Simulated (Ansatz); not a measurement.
```cif
data_structure
_symmetry_space_group_name_H-M 'P 1'
_symmetry_Int_Tables_number 1
_cell_length_a 2.4701
_cell_length_b 2.4701
_cell_length_c 2.4701
_cell_angle_alpha 60.000
_cell_angle_beta 60.000
_cell_angle_gamma 60.000
_cell_volume 10.66
loop_
_atom_site_label
_atom_site_type_symbol
_atom_site_fract_x
_atom_site_fract_y
_atom_site_fract_z
_atom_site_occupancy
B1 B 0.00000 0.00000 0.00000 1
N1 N 0.25000 0.25000 0.25000 1
```

- orbitals: PBE
- datasets: hard PAW set made for 700 eV
- k mesh: 4×4×4
- empty bands: 28
- response cutoff: 200 eV
- wave cutoff: 700 eV
- frequencies: contour deformation
- q → 0 term: the completed-sum build's own treatment
- band sums: completed

Program: Ansatz. The Kohn-Sham gap (from Γ to k = (0, -0.5, -0.5)) is 4.55 eV and the electronic dielectric constant on this mesh 4.9.

(1) Estimate the linearised G0W0 gap between these edges.

## Answers

(1) 6.59 eV, a change of +2.04 eV. The valence edge moves by -1.69 eV (Z = 0.83) and the conduction edge by +0.35 eV (Z = 0.85).

This ran on a trial build of the method. The cell is a model at fixed atoms and needn't be the relaxed known crystal. Points k are given in fractions of the reciprocal vectors. The mesh is coarse, so these are values at the stated settings, not converged ones. The response is still cut, so the gap isn't quite at its basis limit. The build that completes the sums treats q → 0 its own way, which shifts gaps on a coarse mesh by up to tenths of an eV. The gap is read on the mesh, and the crystal's band edges can lie off it. Meshes this coarse can overestimate the dielectric constant by a tenth and more.
